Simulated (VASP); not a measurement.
# SiMo3 (Pm-3n) in VASP: elastic constants with PBE

Aim: the elastic constants of SiMo3 with PBE.

All numbers are computed with VASP 6.6.1; they aren't measurements. Logs are shortened: lines on timing, memory, paths and dates and some standing lists are left out, and cuts for length are marked.

**1. Starting point**

The structure is cubic, space group Pm-3n (No. 223). Conventional cell: a = 4.909 Å, b = 4.909 Å, c = 4.909 Å, α = 90.00°, β = 90.00°, γ = 90.00°. Around Si (site symmetry m-3) lie 12 Mo at 2.74 Å. Mo (site symmetry -4m2) has 2 Mo at 2.45 Å and 4 Si at 2.74 Å as nearest neighbours.

The cell was built by a generator and needn't be a form met in nature.

**2. Elastic constants, PBE**

File POSCAR:

```
SiMo3
1.0
    4.9093800000      0.0000000000      0.0000000000
    0.0000000000      4.9093800000      0.0000000000
    0.0000000000      0.0000000000      4.9093800000
Si Mo
2 6
Direct
    0.0000000000      0.0000000000      0.0000000000
    0.5000000000      0.5000000000      0.5000000000
    0.2500000000      0.5000000000      0.0000000000
    0.7500000000      0.5000000000      0.0000000000
    0.0000000000      0.2500000000      0.5000000000
    0.0000000000      0.7500000000      0.5000000000
    0.5000000000      0.0000000000      0.2500000000
    0.5000000000      0.0000000000      0.7500000000
```

File INCAR.step1:

```
SYSTEM = SiMo3
ALGO     = Fast           ! electronic algorithm
EDIFF    = 1E-8           ! SCF threshold, eV
EDIFFG   = -0.002         ! ionic threshold
ENCUT    = 520            ! plane-wave cutoff, eV
GGA      = PE             ! functional
IBRION   = 2              ! ionic algorithm
ISIF     = 3              ! what is computed and relaxed
ISMEAR   = 0              ! smearing method
KPAR     = 4            
LASPH    = .TRUE.         ! aspherical terms in the spheres
LCHARG   = .FALSE.        ! write CHGCAR
LREAL    = .FALSE.        ! projectors in reciprocal space
LWAVE    = .FALSE.        ! write WAVECAR
NELM     = 80             ! most SCF steps
NSW      = 40             ! ionic steps
PREC     = Accurate       ! precision mode
SIGMA    = 0.1            ! smearing width, eV
```

File INCAR.step2:

```
SYSTEM = SiMo3
ALGO     = Fast           ! electronic algorithm
EDIFF    = 1E-8           ! SCF threshold, eV
ENCUT    = 520            ! plane-wave cutoff, eV
GGA      = PE             ! functional
IBRION   = 6              ! ionic algorithm
ISIF     = 3              ! what is computed and relaxed
ISMEAR   = 0              ! smearing method
KPAR     = 4            
LASPH    = .TRUE.         ! aspherical terms in the spheres
LCHARG   = .FALSE.        ! write CHGCAR
LREAL    = .FALSE.        ! projectors in reciprocal space
LWAVE    = .FALSE.        ! write WAVECAR
NELM     = 80             ! most SCF steps
NFREE    = 2            
NSW      = 1              ! ionic steps
POTIM    = 0.015          ! step
PREC     = Accurate       ! precision mode
SIGMA    = 0.1            ! smearing width, eV
```

File KPOINTS:

```
k-points
0
G
  6 6 6
  0 0 0
```

Potentials or basis: VASP PAW PBE potentials, release 64 (Si, Mo_sv).

The run is started by

```console
> cat potpaw_PBE.64/Si/POTCAR potpaw_PBE.64/Mo_sv/POTCAR > POTCAR
> cp INCAR.step1 INCAR
> mpirun -np 4 vasp_std > vasp.out
> cp CONTCAR POSCAR
> cp INCAR.step2 INCAR
> mpirun -np 4 vasp_std > vasp.out
```

OUTCAR:

```text
SYSTEM = SiMo3
   EDIFF = 1E-8
   ENCUT = 520
   GGA = PE
   IBRION = 6
   ISIF = 3
   ISMEAR = 0
   LASPH = .TRUE.
   LREAL = .FALSE.
   NELM = 80
   NFREE = 2
   NSW = 1
   POTIM = 0.015
   PREC = Accurate

 ion  position               nearest neighbor table
   1  0.000  0.000  0.000-   3 2.74   4 2.74   5 2.74   6 2.74   7 2.74   8 2.74   5 2.74   6 2.74
                             3 2.74   4 2.74   7 2.74   8 2.74
   2  0.500  0.500  0.500-   3 2.74   4 2.74   5 2.74   6 2.74   7 2.74   8 2.74   3 2.74   4 2.74
                             7 2.74   8 2.74   5 2.74   6 2.74
   3  0.250  0.500  0.000-   4 2.45   4 2.45   1 2.74   2 2.74   1 2.74   2 2.74   8 3.01   5 3.01
                             5 3.01   6 3.01   6 3.01   7 3.01   8 3.01   7 3.01
   4  0.750  0.500  0.000-   3 2.45   3 2.45   1 2.74   2 2.74   1 2.74   2 2.74   8 3.01   5 3.01
                             5 3.01   6 3.01   6 3.01   7 3.01   8 3.01   7 3.01
   5  0.000  0.250  0.500-   6 2.45   6 2.45   1 2.74   1 2.74   2 2.74   2 2.74   8 3.01   4 3.01
                             3 3.01   4 3.01   3 3.01   7 3.01   7 3.01   8 3.01
   6  0.000  0.750  0.500-   5 2.45   5 2.45   1 2.74   1 2.74   2 2.74   2 2.74   8 3.01   4 3.01
                             3 3.01   4 3.01   3 3.01   7 3.01   7 3.01   8 3.01
   7  0.500  0.000  0.250-   8 2.45   8 2.45   1 2.74   2 2.74   2 2.74   1 2.74   3 3.01   4 3.01
                             5 3.01   3 3.01   4 3.01   6 3.01   5 3.01   6 3.01
   8  0.500  0.000  0.750-   7 2.45   7 2.45   1 2.74   2 2.74   2 2.74   1 2.74   3 3.01   4 3.01
                             5 3.01   3 3.01   4 3.01   6 3.01   5 3.01   6 3.01

  LATTYP: Found a simple cubic cell.
 ALAT       =     4.9093800000

  Lattice vectors:

 A1 = (   4.9093800000,   0.0000000000,   0.0000000000)
 A2 = (   0.0000000000,   4.9093800000,   0.0000000000)
 A3 = (   0.0000000000,   0.0000000000,   4.9093800000)

Analysis of symmetry for initial positions (statically):
=====================================================================
 Subroutine PRICEL returns:
 Original cell was already a primitive cell.

 Routine SETGRP: Setting up the symmetry group for a
 simple cubic supercell.

 Subroutine GETGRP returns: Found 48 space group operations
 (whereof 24 operations were pure point group operations)
 out of a pool of 48 trial point group operations.

The static configuration has the point symmetry T_h .
 The point group associated with its full space group is O_h .

Analysis of symmetry for dynamics (positions and initial velocities):
=====================================================================
 Subroutine PRICEL returns:
 Original cell was already a primitive cell.

 Routine SETGRP: Setting up the symmetry group for a
 simple cubic supercell.

 Subroutine GETGRP returns: Found 48 space group operations
 (whereof 24 operations were pure point group operations)
 out of a pool of 48 trial point group operations.

The dynamic configuration has the point symmetry T_h .
 The point group associated with its full space group is O_h .

 Subroutine INISYM returns: Found 48 space group operations
 (whereof 24 operations are pure point group operations),
 and found     1 'primitive' translations

----------------------------------------------------------------------------------------

                                     Primitive cell

  volume of cell :     118.3259

  direct lattice vectors                    reciprocal lattice vectors
     4.909380000  0.000000000  0.000000000     0.203691709  0.000000000  0.000000000
     0.000000000  4.909380000  0.000000000     0.000000000  0.203691709  0.000000000
     0.000000000  0.000000000  4.909380000     0.000000000  0.000000000  0.203691709

  length of vectors
     4.909380000  4.909380000  4.909380000     0.203691709  0.203691709  0.203691709

  position of ions in fractional coordinates (direct lattice)
     0.000000000  0.000000000  0.000000000
[... 142 lines left out ...]
  Direction    XX          YY          ZZ          XY          YZ          ZX
  --------------------------------------------------------------------------------------
  -------------------------------------------------------------------------------------
  Total       -0.0001489     -0.0001489     -0.0001489      0.0000000     -0.0000000     -0.0000000
  in kB       -0.0020155     -0.0020155     -0.0020155      0.0000000     -0.0000000     -0.0000000
  external PRESSURE =      -0.0020155 kB  Pullay stress =       0.0000000 kB
[... 107 lines left out ...]
  FREE ENERGIE OF THE ION-ELECTRON SYSTEM (eV)
  ---------------------------------------------------
  free  energy   TOTEN  =       -78.9431450982 eV

  energy  without entropy=      -78.9228756935  energy(sigma->0) =      -78.93301040

[... ionic steps 4 to 16 ...]

--------------------------------------- Ionic step       17  -------------------------------------------

 number of electron      91.9999982 magnetization

------------------------ aborting loop because EDIFF is reached ----------------------------------------
[... 79 lines left out ...]
--------------------------------------- Ionic step       19  -------------------------------------------

 number of electron      91.9999982 magnetization

 Free energy of the ion-electron system (eV)
  ---------------------------------------------------
  ext. energy  EPLUGINS =         0.00000000
  ---------------------------------------------------
  free energy    TOTEN  =       -78.98304346 eV

  energy without entropy =      -78.96092124  energy(sigma->0) =      -78.97198235

 E-fermi :  12.5746     XC(G=0): -13.0459

 val. band max:       12.5716035811   @ k =   0.5000   0.3333   0.0000
 cond. band min:      12.5777390461   @ k =   0.3333   0.1667   0.5000
 fundamental gap:      0.0061354651
 Fermi energy:        12.5746085740

 k-point     1 :       0.0000    0.0000    0.0000
  band No.  band energies     occupation
      1     -48.7021      2.00000
      2     -48.5927      2.00000
      3     -48.5926      2.00000
      4     -48.2764      2.00000
      5     -48.2762      2.00000
      6     -48.2755      2.00000
[... 1381 lines left out ...]
     54      15.1037      0.00000
     55      15.1112      0.00000

 [... further k-points ...]

------------------------ aborting loop because EDIFF is reached ----------------------------------------

  FORCE on cell =-STRESS in cart. coord.  units (eV):
  Direction    XX          YY          ZZ          XY          YZ          ZX
  --------------------------------------------------------------------------------------
  -------------------------------------------------------------------------------------
  Total        0.0013328      0.0098860      0.0042057     -0.0276188      0.0000000      0.0000000
  in kB        0.0180466      0.1338599      0.0569464     -0.3739689      0.0000000      0.0000000
  external PRESSURE =       0.0696177 kB  Pullay stress =       0.0000000 kB
[... 23 lines left out ...]
  FREE ENERGIE OF THE ION-ELECTRON SYSTEM (eV)
  ---------------------------------------------------
  free  energy   TOTEN  =       -78.9830434606 eV

  energy  without entropy=      -78.9609212420  energy(sigma->0) =      -78.97198235

 INTERNAL STRAIN TENSORS FROM STRAINED CELLS
 ============================================

 INTERNAL STRAIN TENSOR FOR ION    1 for displacements in x,y,z  (eV/Angst):
          X           Y           Z          XY          YZ          ZX
  --------------------------------------------------------------------------------
  x     0.00000    -0.00000    -0.00000    -0.00000     0.00000     0.00000
  y     0.00000     0.00000     0.00000     0.00000     0.00000     0.00000
  z     0.00000     0.00000    -0.00000     0.00000    -0.00000     0.00000

 INTERNAL STRAIN TENSORS FROM DISPLACED ATOMS
 ============================================

 INTERNAL STRAIN TENSOR FOR ION    1 for displacements in x,y,z  (eV/Angst):
          X           Y           Z          XY          YZ          ZX
  --------------------------------------------------------------------------------
  x     0.00000     0.00000     0.00000     0.00000     0.00000     0.00000
  y     0.00000     0.00000     0.00000     0.00000     0.00000     0.00000
  z     0.00000     0.00000     0.00000     0.00000     0.00000     0.00000

 INTERNAL STRAIN TENSOR FOR ION    8 for displacements in x,y,z  (eV/Angst):
          X           Y           Z          XY          YZ          ZX
  --------------------------------------------------------------------------------
  x     0.00000     0.00000     0.00000     0.00000     0.00000    -1.84157
  y     0.00000     0.00000     0.00000     0.00000     1.84157     0.00000
  z    -1.83709     1.83709    -0.00000     0.00000     0.00000     0.00000

 Eigenvectors and eigenvalues of the dynamical matrix
 ----------------------------------------------------

   1 f  =    9.758717 THz    61.315826 2PiTHz  325.515754 cm-1    40.358792 meV
             X         Y         Z           dx          dy          dz
      0.000000  0.000000  0.000000    -0.633211    0.037039    0.138905
      2.454690  2.454690  2.454690     0.633211   -0.037039   -0.138905
      1.227345  2.454690  0.000000     0.000000   -0.011292    0.042348
      3.682035  2.454690  0.000000     0.000000   -0.011292    0.042348
      0.000000  1.227345  2.454690    -0.193048   -0.000000   -0.042348
      0.000000  3.682035  2.454690    -0.193048    0.000000   -0.042348
      2.454690  0.000000  1.227345     0.193048    0.011292   -0.000000
      2.454690  0.000000  3.682035     0.193048    0.011292    0.000000
[... 243 lines left out ...]
  24 f/i=    0.000782 THz     0.004914 2PiTHz    0.026085 cm-1     0.003234 meV
             X         Y         Z           dx          dy          dz
      0.000000  0.000000  0.000000    -0.013533    0.027622   -0.208533
      2.454690  2.454690  2.454690    -0.013533    0.027622   -0.208533
      1.227345  2.454690  0.000000    -0.025024    0.051058   -0.385471
      3.682035  2.454690  0.000000    -0.025024    0.051058   -0.385471
      0.000000  1.227345  2.454690    -0.025015    0.051076   -0.385471
      0.000000  3.682035  2.454690    -0.025015    0.051076   -0.385471
      2.454690  0.000000  1.227345    -0.025015    0.051058   -0.385607
      2.454690  0.000000  3.682035    -0.025015    0.051058   -0.385607

--------------------------------------------------------------------------------------------------------

 ELASTIC MODULI CONTR FROM IONIC RELAXATION (kBar)
 Direction    XX          YY          ZZ          XY          YZ          ZX
 --------------------------------------------------------------------------------
 XX          -7.1210      3.5605      3.5605      0.0000      0.0000      0.0000
 YY           3.5605     -7.1210      3.5605      0.0000      0.0000     -0.0000
 ZZ           3.5605      3.5605     -7.1210     -0.0000     -0.0000      0.0000
 XY           0.0000      0.0000     -0.0000    -12.8816     -0.0000      0.0000
 YZ           0.0000      0.0000     -0.0000     -0.0000    -12.8816     -0.0000
 ZX           0.0000     -0.0000      0.0000      0.0000     -0.0000    -12.8816
 --------------------------------------------------------------------------------

 TOTAL ELASTIC MODULI (kBar)
 Direction    XX          YY          ZZ          XY          YZ          ZX
 --------------------------------------------------------------------------------
 XX        4732.0832   1347.0695   1347.0695      0.0000      0.0000      0.0000
 YY        1347.0695   4732.0832   1347.0695      0.0000      0.0000     -0.0000
 ZZ        1347.0695   1347.0695   4732.0832     -0.0000     -0.0000      0.0000
 XY           0.0000      0.0000     -0.0000   1107.5304     -0.0000      0.0000
 YZ           0.0000      0.0000     -0.0000     -0.0000   1107.5304     -0.0000
 ZX           0.0000     -0.0000      0.0000      0.0000     -0.0000   1107.5304
 --------------------------------------------------------------------------------
```

It took 20 min on 4 MPI ranks of Intel Xeon 6975P-C (Granite Rapids), shared host; peak memory 0.73 GiB.

What came out:

```yaml
Elastic_constants_C11_C12_C44: 473, 135, 111 GPa
Voigt_bulk_modulus: 248 GPa
Highest_phonon_frequency_at_Γ_LO-TO_splitting_left_out: 326 cm⁻¹
```

Phonon frequencies in cm⁻¹ (negative: imaginary):
```
              q point                                                                                frequencies
(0.000, 0.000, 0.000)  0 0 0 134 134 134 178 178 178 187 187 187 201 201 201 249 270 270 302 302 302 326 326 326
```

Elastic tensor in Voigt notation (GPa, in the Cartesian axes of the cell as first typed):
```
473 135 135   0   0   0
135 473 135   0   0   0
135 135 473   0   0   0
  0   0   0 111   0   0
  0   0   0   0 111   0
  0   0   0   0   0 111
```

Clamped-ion elastic tensor (GPa):
```
474 134 134   0   0   0
134 474 134   0   0   0
134 134 474   0   0   0
  0   0   0 112   0   0
  0   0   0   0 112   0
  0   0   0   0   0 112
```
